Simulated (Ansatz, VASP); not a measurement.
# Cross-check of HfO2 between VASP and Ansatz, part 3 of 3

One calculation is typed for both programs; each brings its own data sets. How far apart do they land? The structure shown is the end of the Ansatz relaxation below.

VASP 6.6.1 and Ansatz 0.2.0.

So far. Step 3 (VASP: single point, PBEsol, pair 1): The run ends at a pressure of 6.31 GPa, with forces up to 0.068 eV/Å.

### Step 7. VASP: single point, PBEsol, pair 2

Level of this step: PBEsol; plane waves and PAW (Hf_pv, O) (VASP).

The same cell, functional, mesh and smearing now go to VASP, with its own data sets.

INCAR

```
SYSTEM = HfO2
PREC = Accurate
ENCUT = 600
EDIFF = 1E-06
NELM = 120
ISMEAR = -1
SIGMA = 0.02
LREAL = .FALSE.
ALGO = Normal
GGA = PS
NBANDS = 56
LASPH = .TRUE.
LORBIT = 11
LWAVE = .FALSE.
LCHARG = .FALSE.
ISIF = 2
GGA_COMPAT = .FALSE.
EFERMI = MIDGAP
KPAR = 2
```

POSCAR

```
HfO2
1.0
    5.1939078174      0.0000000000      0.0000000000
    0.0000000000      4.9838579838      0.0000000000
    0.0000000000      0.0000000000      5.0010845884
Hf O
4 8
Direct
    0.9668321189      0.7315508767      0.7547767239
    0.0331678811      0.2684491233      0.2547767239
    0.4668321189      0.2684491233      0.7547767239
    0.5331678811      0.7315508767      0.2547767239
    0.6285384445      0.9240992865      0.8860580717
    0.3714615555      0.0759007135      0.3860580717
    0.1285384445      0.0759007135      0.8860580717
    0.8714615555      0.9240992865      0.3860580717
    0.7626230858      0.4567980713      0.0031652045
    0.2373769142      0.5432019287      0.5031652045
    0.2626230858      0.5432019287      0.0031652045
    0.7373769142      0.4567980713      0.5031652045
```

KPOINTS

```
Automatic mesh
0
Gamma
6 6 6
0 0 0
```

The projector-augmented-wave data sets are Hf_pv and O (PBE family, release 64).

Command:

```console
mpirun -np 2 vasp_std
```

Numbers of over 12 decimals in the logs are rounded to 6 here.

Output:

```text
[banner, memory and clock lines left out]
running    2 mpi-ranks, on    1 nodes
[...]
[... a notice as in an earlier step ...]

 LDA part: xc-table for (Slater+PW92), standard interpolation
 POSCAR, INCAR and KPOINTS ok, starting setup
[...]
entering main loop
       N       E                     dE             d eps       ncg     rms          rms(c)
DAV:   1     0.594016983785E+03    0.59402E+03   -0.54816E+04  7168   0.177E+03
DAV:   2    -0.110208442648E+03   -0.70423E+03   -0.68307E+03  8968   0.434E+02
DAV:   3    -0.146271031317E+03   -0.36063E+02   -0.35908E+02  8480   0.872E+01
DAV:   4    -0.146726597394E+03   -0.45557E+00   -0.45473E+00  8960   0.107E+01
[...]
DAV:  12    -0.127132351204E+03   -0.14000E-04   -0.96766E-05  8560   0.506E-02    0.825E-02
DAV:  13    -0.127132350550E+03    0.65320E-06   -0.28894E-05  8688   0.238E-02    0.207E-02
DAV:  14    -0.127132350232E+03    0.31842E-06   -0.30833E-06  6664   0.997E-03
   1 F= -.12713235E+03 E0= -.12713235E+03  d E =0.000000E+00
```

From OUTCAR (step 7):

```text
  Total        1.0654592      1.1881081      1.2139729      0.0000000      0.0000000      0.0000000
  in kB       13.1863114     14.7042351     15.0243422      0.0000000      0.0000000      0.0000000
  external PRESSURE =      14.3049629 kB  Pullay stress =       0.0000000 kB

 POSITION                                       TOTAL-FORCE (eV/Angst)
 -----------------------------------------------------------------------------------
      5.02164      3.64595      3.77470        -0.043418     -0.006131     -0.046000
      0.17227      1.33791      1.27416         0.043418      0.006131     -0.046000
      2.42468      1.33791      3.77470        -0.043418      0.006131     -0.046000
      2.76922      3.64595      1.27416         0.043418     -0.006131     -0.046000
      3.26457      4.60558      4.43125         0.033691      0.006378      0.021076
      1.92934      0.37828      1.93071        -0.033691     -0.006378      0.021076
      0.66762      0.37828      4.43125         0.033691     -0.006378      0.021076
      4.52629      4.60558      1.93071        -0.033691      0.006378      0.021076
      3.96099      2.27662      0.01583         0.006182      0.037744      0.024924
      1.23291      2.70724      2.51637        -0.006182     -0.037744      0.024924
      1.36404      2.70724      0.01583         0.006182     -0.037744      0.024924
      3.82987      2.27662      2.51637        -0.006182      0.037744      0.024924
 -----------------------------------------------------------------------------------
    total drift:                                0.000000      0.000000      0.000741

  FREE ENERGIE OF THE ION-ELECTRON SYSTEM (eV)
  ---------------------------------------------------
  free  energy   TOTEN  =      -127.1323502321 eV

  energy  without entropy=     -127.1323502321  energy(sigma->0) =     -127.13235023

[... 1 part as in an earlier step ...]

[... 2 further parts left out ...]
[key lines of the parts left out:]
E-fermi :   5.7744
```

The run ends at a pressure of 1.43 GPa, with forces up to 0.064 eV/Å.

### Step 8. Differences

What differs besides the data sets and the points named for the pairs above, as far as they apply: the data sets hold 152 valence electrons in Ansatz (on its PAW soft_1 files) and 88 in VASP. Total energies have different zeros and are not compared.

Both answers:

```tsv
quantity	Ansatz	VASP	difference
pressure (GPa)	5.00	1.43	+3.57
gap on the k mesh (eV)	4.430	4.391	+0.039
```

Forces on 7 of the 12 atoms, those with the largest forces and the largest differences (eV/Å; atoms numbered as in POSCAR):

```tsv
atom	Ansatz x, y, z	VASP x, y, z
Hf1	-0.001, 0.002, 0.000	-0.043, -0.006, -0.046
Hf2	0.001, -0.002, 0.000	0.043, 0.006, -0.046
Hf3	-0.001, -0.002, 0.000	-0.043, 0.006, -0.046
Hf4	0.001, 0.002, 0.000	0.043, -0.006, -0.046
O10	0.000, 0.000, 0.000	-0.006, -0.038, 0.025
O11	0.000, 0.000, 0.000	0.006, -0.038, 0.025
O12	0.000, 0.000, 0.000	-0.006, 0.038, 0.025
```

The forces differ by 29 meV/Å r.m.s., where the r.m.s. force is 0.001 eV/Å in Ansatz and 0.029 eV/Å in VASP: the atoms lie near their places of rest in Ansatz, so a percentage would say little (all taken over all components). A gap on the mesh is an upper bound, since the band edges may lie between its points; neither run holds spin-orbit coupling, which can move the band edges of a compound of Hf.

### Step 9. Summary of results

```json
{
 "r.m.s. force difference (single point, PBEsol, pair 1)": "32 meV/Å",
 "difference in pressure (single point, PBEsol, pair 1)": "3.7 GPa",
 "r.m.s. force difference (single point, PBEsol, pair 2)": "29 meV/Å",
 "difference in pressure (single point, PBEsol, pair 2)": "3.6 GPa"
}
```

The difference in pressure is 3.7 GPa (single point, PBEsol, pair 1), beyond the 1 GPa picked in this series as the mark of a large difference. The data sets hold unlike numbers of valence electrons (152 in Ansatz and 88 in VASP), so part of the differences comes from the potentials. By the marks of this series, far apart in the single point, PBEsol, pair 1 pair: the r.m.s. force difference, 32 meV/Å and the difference in pressure, 3.7 GPa. Single point, PBEsol, pair 1, VASP with the data sets Hf_sv and O: the difference in pressure goes from 3.7 to 2.4 GPa. By the marks of this series, far apart in the single point, PBEsol, pair 2 pair: the r.m.s. force difference, 29 meV/Å and the difference in pressure, 3.6 GPa. What causes the difference of the single point, PBEsol, pair 2 pair stays open here. How closely two codes agree says nothing of how well the functional describes the real material.

[Lines on the potential files, build, host, timing and source positions are cut from VASP's logs without a mark.]

[Logs are printed without paths, hosts, clocks, repeated set-up lines and the standing remarks that a program may print on its own settings, such as how far it seeks lower states.]

[Hosts, paths, dates, database ids (printed as entryN), source tags and the programs' standing remarks are cut or masked in the printed files.]
